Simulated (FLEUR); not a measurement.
# C: equation of state with LDA (von Barth-Hedin)

**What was measured.**

From “Equation of state of cubic boron nitride at high pressures and temperatures”, 2007, arxiv:cond-mat/0702656, for a bulk crystal of C: bulk modulus 442 ± 5 GPa.

Crystal: C.

```
CELL_PARAMETERS angstrom
0.00000 1.78337 1.78337
1.78337 0.00000 1.78337
1.78337 1.78337 0.00000
ATOMIC_POSITIONS crystal
C 0.75000 0.75000 0.75000
C 0.50000 0.50000 0.50000
```

This isn't the form of C at room conditions, which is graphite.

| Item | Value |
| --- | --- |
| Program | FLEUR MaX-R8.1 (patched build s14) |
| Task | equation of state |
| Functional | LDA (von Barth-Hedin) |
| Potentials or basis | all-electron |
| Basis | FLAPW |
| Kmax | 5.19 1/bohr |
| k mesh | 13 × 13 × 13 |
| Occupations | fermi-dirac, width 0.05 eV |
| Spin | no spin polarisation |

```
Equilibrium volume                      : 5.53 Å³/atom
Bulk modulus                            : 477 GPa
Pressure derivative of the bulk modulus : 3.8 (rough: it moves with the points fitted)
```

Energy against volume, from the lowest point:
```
volume (Å³/atom)  energy (meV/atom)
           5.332               9.36
           5.445               0.00
           5.672               2.89
           5.899              30.52
           6.012              52.11
```

Against the measured bulk modulus of C, 442 GPa (quoted in “Equation of state of cubic boron nitride at high pressures and temperatures”, 2007, arxiv:cond-mat/0702656), the calculated 477 GPa is off by +7.9 %. 3 values of this kind are on record (442 to 444.8 GPa); this one was drawn at random among those near their median, those with a stated uncertainty first. The fit is for a static lattice scaled at fixed shape and fixed fractional positions. The cell as given is a measured one (5.67 Å³/atom); LDA (von Barth-Hedin) puts the equilibrium volume -2.5 % from it, thermal expansion not counted.

Caveat: small basis for a fit.
